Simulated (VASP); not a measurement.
# Relaxed cell of SiC (Moissanite): a test of cutoff and mesh, part 2 of 2

How far does the relaxed cell of SiC (Moissanite) depend on cutoff and k mesh? The starting structure is a measured crystal structure from the Crystallography Open Database. The first relaxation on each setting starts from this cell expanded by 3 % in volume.

VASP 6.6.1.

Results so far: reference 10.35 Å³ an atom; a cutoff of 400 eV 10.30 Å³ an atom.

## (4) Relaxation with a 4×4×1 mesh

Level of this step: PBEsol; plane waves and PAW (Si, C) (VASP).

Against step 2 the input has a 4×4×1 mesh (also changed: KPAR and NCORE). This run starts from the cell of an earlier relaxation, which isn't shown; the restart sets up the plane waves anew.

INCAR reads:

```
SYSTEM = SiC
PREC = Accurate
ENCUT = 520
EDIFF = 1E-06
NELM = 100
ISMEAR = 0
SIGMA = 0.03
LREAL = .FALSE.
ALGO = Normal
GGA = PS
NBANDS = 36
LORBIT = 11
LWAVE = .FALSE.
LCHARG = .FALSE.
KPAR = 2
NCORE = 8
IBRION = 2
NSW = 50
ISIF = 3
EDIFFG = -0.006
```

POSCAR reads:

```
SiC
1.0
    3.0844329059      0.0000000000      0.0000000000
   -1.5422164530      2.6711972529      0.0000000000
    0.0000000000      0.0000000000     15.0854335942
Si C
6 6
Direct
    0.3333333333      0.6666666667      0.8331117414
    0.6666666667      0.3333333333      0.3331117414
    0.6666666667      0.3333333333      0.6666221325
    0.3333333333      0.6666666667      0.1666221325
    0.0000000000      0.0000000000      0.4998716377
    0.0000000000      0.0000000000      0.9998716377
    0.0000000000      0.0000000000      0.8742063103
    0.0000000000      0.0000000000      0.3742063103
    0.3333333333      0.6666666667      0.7078773057
    0.6666666667      0.3333333333      0.2078773057
    0.6666666667      0.3333333333      0.5414108724
    0.3333333333      0.6666666667      0.0414108724
```

KPOINTS reads:

```
Automatic mesh
0
Gamma
4 4 1
0 0 0
```

PAW data sets: Si and C (PBE family, release 64).

Launch:

```bash
$ mpirun -np 16 vasp_std
```

The log of the run:

```text
[banner, memory and clock lines left out]
running   16 mpi-ranks, on    1 nodes
[...]
[... a notice as in an earlier step ...]

 LDA part: xc-table for (Slater+PW92), standard interpolation
 POSCAR, INCAR and KPOINTS ok, starting setup
[...]
entering main loop
       N       E                     dE             d eps       ncg     rms          rms(c)
DAV:   1     0.120488042342E+03    0.12049E+03   -0.21663E+04   288   0.119E+03
DAV:   2    -0.941034703439E+02   -0.21459E+03   -0.20208E+03   388   0.212E+02
DAV:   3    -0.105921931396E+03   -0.11818E+02   -0.11727E+02   380   0.467E+01
DAV:   4    -0.106092077967E+03   -0.17015E+00   -0.16980E+00   360   0.647E+00
[...]
DAV:  11    -0.951151968461E+02   -0.28879E-04   -0.12150E-04   352   0.622E-02    0.158E-02
DAV:  12    -0.951151956707E+02    0.11754E-05   -0.89958E-06   360   0.129E-02    0.739E-03
DAV:  13    -0.951151962248E+02   -0.55411E-06   -0.11556E-06   232   0.484E-03
   1 F= -.95115196E+02 E0= -.95115196E+02  d E =-.951152E+02
[...]
reached required accuracy - stopping structural energy minimisation
```

Elapsed: 2 s, on 16 MPI ranks of AMD EPYC 9R45, shared host; peak memory 1.7 GiB; 16 s of CPU time.

Parts of OUTCAR (step 4):

```text
  Total       -0.0027426     -0.0027426      0.0170055      0.0000000      0.0000000      0.0000000
  in kB       -0.0353534     -0.0353534      0.2192103      0.0000000      0.0000000      0.0000000
  external PRESSURE =       0.0495012 kB  Pullay stress =       0.0000000 kB

 POSITION                                       TOTAL-FORCE (eV/Angst)
 -----------------------------------------------------------------------------------
     -0.00000      1.78080     12.56785        -0.000000     -0.000000     -0.001907
      1.54222      0.89040      5.02514         0.000000      0.000000     -0.001907
      1.54222      0.89040     10.05628         0.000000     -0.000000      0.002267
     -0.00000      1.78080      2.51357         0.000000     -0.000000      0.002267
      0.00000      0.00000      7.54078        -0.000000     -0.000000     -0.002311
      0.00000      0.00000     15.08350         0.000000     -0.000000     -0.002311
      0.00000      0.00000     13.18778        -0.000000     -0.000000     -0.002232
      0.00000      0.00000      5.64506        -0.000000      0.000000     -0.002232
     -0.00000      1.78080     10.67864        -0.000000     -0.000000      0.002014
      1.54222      0.89040      3.13592         0.000000     -0.000000      0.002014
      1.54222      0.89040      8.16742        -0.000000      0.000000      0.002168
     -0.00000      1.78080      0.62470         0.000000     -0.000000      0.002168
 -----------------------------------------------------------------------------------
    total drift:                               -0.000000     -0.000000      0.000326

  FREE ENERGIE OF THE ION-ELECTRON SYSTEM (eV)
  ---------------------------------------------------
  free  energy   TOTEN  =       -95.1151962248 eV

  energy  without entropy=      -95.1151962248  energy(sigma->0) =      -95.11519622

[... 1 part as in an earlier step ...]

[... 3 further parts left out ...]
[key lines of the parts left out:]
E-fermi :   8.2532
```

With a 4×4×1 mesh the cell ends at 10.358 Å³ an atom, +0.07 % from the reference.

## (5) Relaxation with a cutoff of 680 eV

Against step 2 the input has ENCUT = 680. This run starts from the cell of an earlier relaxation, which isn't shown; the restart sets up the plane waves anew.

INCAR: that of step 4 with these lines changed.

```diff
@@ -2,3 +2,3 @@
 PREC = Accurate
-ENCUT = 520
+ENCUT = 680
 EDIFF = 1E-06
@@ -14,4 +14,3 @@
 LCHARG = .FALSE.
-KPAR = 2
-NCORE = 8
+KPAR = 16
 IBRION = 2
```

POSCAR reads:

```
SiC
1.0
    3.0796680085      0.0000000000      0.0000000000
   -1.5398340043      2.6670707307      0.0000000000
    0.0000000000      0.0000000000     15.1104442294
Si C
6 6
Direct
    0.3333333333      0.6666666667      0.8329966756
    0.6666666667      0.3333333333      0.3329966756
    0.6666666667      0.3333333333      0.6665040443
    0.3333333333      0.6666666667      0.1665040443
    0.0000000000      0.0000000000      0.4997209933
    0.0000000000      0.0000000000      0.9997209933
    0.0000000000      0.0000000000      0.8743691673
    0.0000000000      0.0000000000      0.3743691673
    0.3333333333      0.6666666667      0.7079997218
    0.6666666667      0.3333333333      0.2079997218
    0.6666666667      0.3333333333      0.5415093978
    0.3333333333      0.6666666667      0.0415093978
```

KPOINTS reads:

```
Automatic mesh
0
Gamma
9 9 2
0 0 0
```

Launch:

```bash
$ mpirun -np 16 vasp_std
```

The log of the run:

```text
[... set-up lines as in an earlier step ...]
 entering main loop
       N       E                     dE             d eps       ncg     rms          rms(c)
DAV:   1     0.146744744539E+03    0.14674E+03   -0.25653E+04  1728   0.148E+03
DAV:   2    -0.922936991579E+02   -0.23904E+03   -0.22442E+03  2232   0.232E+02
DAV:   3    -0.106078390588E+03   -0.13785E+02   -0.13674E+02  2276   0.514E+01
DAV:   4    -0.106298974065E+03   -0.22058E+00   -0.22005E+00  2224   0.730E+00
[...]
DAV:  10    -0.955242046844E+02   -0.32349E-03   -0.15634E-03  2152   0.179E-01    0.863E-02
DAV:  11    -0.955242297962E+02   -0.25112E-04   -0.11174E-04  2164   0.597E-02    0.143E-02
DAV:  12    -0.955242291622E+02    0.63400E-06   -0.69930E-06  2180   0.116E-02
   1 F= -.95524229E+02 E0= -.95524229E+02  d E =-.955242E+02
[...]
reached required accuracy - stopping structural energy minimisation
```

It took 16 s on 16 MPI ranks; peak memory 6.3 GiB; 2.8 min of CPU time.

OUTCAR, selected parts (step 5):

```text
  Total        0.0008752      0.0008752     -0.0058007     -0.0000000      0.0000000      0.0000000
  in kB        0.0112983      0.0112983     -0.0748821     -0.0000000      0.0000000      0.0000000
  external PRESSURE =      -0.0174285 kB  Pullay stress =       0.0000000 kB

 POSITION                                       TOTAL-FORCE (eV/Angst)
 -----------------------------------------------------------------------------------
     -0.00000      1.77805     12.58695        -0.000000      0.000000     -0.000364
      1.53983      0.88902      5.03173        -0.000000     -0.000000     -0.000364
      1.53983      0.88902     10.07117        -0.000000      0.000000     -0.000490
     -0.00000      1.77805      2.51595         0.000000     -0.000000     -0.000490
      0.00000      0.00000      7.55101        -0.000000      0.000000     -0.000461
      0.00000      0.00000     15.10623         0.000000     -0.000000     -0.000461
      0.00000      0.00000     13.21211         0.000000      0.000000      0.000645
      0.00000      0.00000      5.65688        -0.000000      0.000000      0.000645
     -0.00000      1.77805     10.69819        -0.000000      0.000000      0.000676
      1.53983      0.88902      3.14297         0.000000     -0.000000      0.000676
      1.53983      0.88902      8.18245         0.000000     -0.000000     -0.000006
     -0.00000      1.77805      0.62723        -0.000000      0.000000     -0.000006
 -----------------------------------------------------------------------------------
    total drift:                                0.000000      0.000000      0.000244

  FREE ENERGIE OF THE ION-ELECTRON SYSTEM (eV)
  ---------------------------------------------------
  free  energy   TOTEN  =       -95.5242291622 eV

  energy  without entropy=      -95.5242291622  energy(sigma->0) =      -95.52422916

[... 2 parts as in an earlier step ...]

[... 2 further parts left out ...]
[key lines of the parts left out:]
E-fermi :   8.2479
```

With a cutoff of 680 eV the cell ends at 10.343 Å³ an atom, -0.08 % from the reference.

## (6) Relaxation with a 12×12×2 mesh

Against step 2 the input has a 12×12×2 mesh. This run starts from the cell of an earlier relaxation, which isn't shown; the restart sets up the plane waves anew.

INCAR: that of step 5 with these lines changed.

```diff
@@ -2,3 +2,3 @@
 PREC = Accurate
-ENCUT = 680
+ENCUT = 520
 EDIFF = 1E-06
```

POSCAR reads:

```
SiC
1.0
    3.0804371484      0.0000000000      0.0000000000
   -1.5402185742      2.6677368253      0.0000000000
    0.0000000000      0.0000000000     15.1145971377
Si C
6 6
Direct
    0.3333333333      0.6666666667      0.8329950219
    0.6666666667      0.3333333333      0.3329950219
    0.6666666667      0.3333333333      0.6665030092
    0.3333333333      0.6666666667      0.1665030092
    0.0000000000      0.0000000000      0.4997207087
    0.0000000000      0.0000000000      0.9997207087
    0.0000000000      0.0000000000      0.8743699776
    0.0000000000      0.0000000000      0.3743699776
    0.3333333333      0.6666666667      0.7080002162
    0.6666666667      0.3333333333      0.2080002162
    0.6666666667      0.3333333333      0.5415110665
    0.3333333333      0.6666666667      0.0415110665
```

KPOINTS reads:

```
Automatic mesh
0
Gamma
12 12 2
0 0 0
```

Launch:

```bash
$ mpirun -np 16 vasp_std
```

The log of the run:

```text
[... set-up lines as in an earlier step ...]
 entering main loop
       N       E                     dE             d eps       ncg     rms          rms(c)
DAV:   1     0.120351853368E+03    0.12035E+03   -0.21717E+04  2736   0.119E+03
DAV:   2    -0.944816809003E+02   -0.21483E+03   -0.20206E+03  3556   0.212E+02
DAV:   3    -0.106102176432E+03   -0.11620E+02   -0.11543E+02  3596   0.466E+01
DAV:   4    -0.106272727995E+03   -0.17055E+00   -0.17021E+00  3496   0.646E+00
[...]
DAV:  11    -0.955053296771E+02   -0.25792E-04   -0.11507E-04  3440   0.598E-02    0.143E-02
DAV:  12    -0.955053286062E+02    0.10709E-05   -0.75560E-06  3392   0.127E-02    0.771E-03
DAV:  13    -0.955053291682E+02   -0.56207E-06   -0.14624E-06  2120   0.530E-03
   1 F= -.95505329E+02 E0= -.95505329E+02  d E =-.955053E+02
[...]
reached required accuracy - stopping structural energy minimisation
```

It took 13 s on 16 MPI ranks; peak memory 4.9 GiB.

OUTCAR, selected parts (step 6):

```text
  Total        0.0117475      0.0117475      0.0044200      0.0000000      0.0000000      0.0000000
  in kB        0.1515325      0.1515325      0.0570137      0.0000000      0.0000000      0.0000000
  external PRESSURE =       0.1200263 kB  Pullay stress =       0.0000000 kB

 POSITION                                       TOTAL-FORCE (eV/Angst)
 -----------------------------------------------------------------------------------
     -0.00000      1.77849     12.59038         0.000000      0.000000     -0.000391
      1.54022      0.88925      5.03309        -0.000000     -0.000000     -0.000391
      1.54022      0.88925     10.07392         0.000000      0.000000     -0.000519
     -0.00000      1.77849      2.51663        -0.000000      0.000000     -0.000519
      0.00000      0.00000      7.55308        -0.000000      0.000000     -0.000439
      0.00000      0.00000     15.11038         0.000000      0.000000     -0.000439
      0.00000      0.00000     13.21575        -0.000000     -0.000000      0.000761
      0.00000      0.00000      5.65845        -0.000000     -0.000000      0.000761
     -0.00000      1.77849     10.70114        -0.000000      0.000000      0.000716
      1.54022      0.88925      3.14384         0.000000      0.000000      0.000716
      1.54022      0.88925      8.18472         0.000000      0.000000     -0.000128
     -0.00000      1.77849      0.62742        -0.000000      0.000000     -0.000128
 -----------------------------------------------------------------------------------
    total drift:                               -0.000000     -0.000000      0.000447

  FREE ENERGIE OF THE ION-ELECTRON SYSTEM (eV)
  ---------------------------------------------------
  free  energy   TOTEN  =       -95.5053291682 eV

  energy  without entropy=      -95.5053291682  energy(sigma->0) =      -95.50532917

[... 1 part as in an earlier step ...]

[... 3 further parts left out ...]
[key lines of the parts left out:]
E-fermi :   8.2381
```

With a 12×12×2 mesh the cell ends at 10.351 Å³ an atom, +0.00 % from the reference.

## (7) Comparison

```tsv
run	volume (Å³/atom)	change (%)	pressure left (GPa)	core minutes
reference	10.351	-	0.01	13.2
a cutoff of 400 eV	10.295	-0.53	0.01	9.71
a 4×4×1 mesh	10.358	0.07	0.0	2.13
a cutoff of 680 eV	10.343	-0.08	0.0	21.3
a 12×12×2 mesh	10.351	0.0	0.01	17.0
```

Core minutes are wall time times ranks, summed over the relaxations behind a row (those for a bulk modulus apart), on shared hosts.

## (8) What came out

```json
{"volume of the reference": "10.35 Å³/atom", "volume against the reference, a cutoff of 400 eV": "-0.53 %", "volume against the reference, a 4×4×1 mesh": "+0.07 %", "volume against the reference, a cutoff of 680 eV": "-0.08 %", "volume against the reference, a 12×12×2 mesh": "+0.00 %"}
```

The volume moves most with a cutoff of 400 eV: -0.53 % against the reference (520 eV, 9×9×2 mesh). On finer settings it changes by -0.08 % with a cutoff of 680 eV and +0.00 % with a 12×12×2 mesh, not denser along every axis. A cell that shrinks at the lower cutoff is the usual mark of Pulay stress, the error that a plane-wave basis makes when it is kept while the volume changes. Further runs on this material are not shown.

[Lines on the potential files, build, host, timing and source positions are cut from VASP's logs without a mark.]

[Logs are printed without paths, hosts, clocks, repeated set-up lines and the standing remarks that a program may print on its own settings, such as how far it seeks lower states.]

[Hosts, paths, dates, database ids (printed as entryN), source tags and the programs' standing remarks are cut or masked in the printed files.]
